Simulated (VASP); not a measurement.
Consider the following.

```xyz
2
Lattice="0.0000 3.0700 3.0700 3.0700 0.0000 3.0700 3.0700 3.0700 0.0000" Properties=species:S:1:pos:R:3 pbc="T T T"
Al     0.0000     0.0000     0.0000
Sb     1.5350     1.5350     1.5350
```

Computed with PBE GGA, VASP's PBE PAW potentials (set 64) (plane waves; VASP). Settings: 675 eV cut-off, 7×7×7 Γ-centred mesh, Gaussian smearing of 0.050 eV, potentials Al Sb.

Problem. Give the stress tensor in GPa (positive for a compressed cell).

Solution. 
```
2.45  0.00  0.00
0.00  2.45  0.00
0.00  0.00  2.45
```
The pressure is its mean diagonal, 2.45 GPa.

The compound is AlSb in the zinc blende structure. The cell was not relaxed at this level. The run is one of a series of settings (ENCUT = 675 against the base run), some of them coarse on purpose.
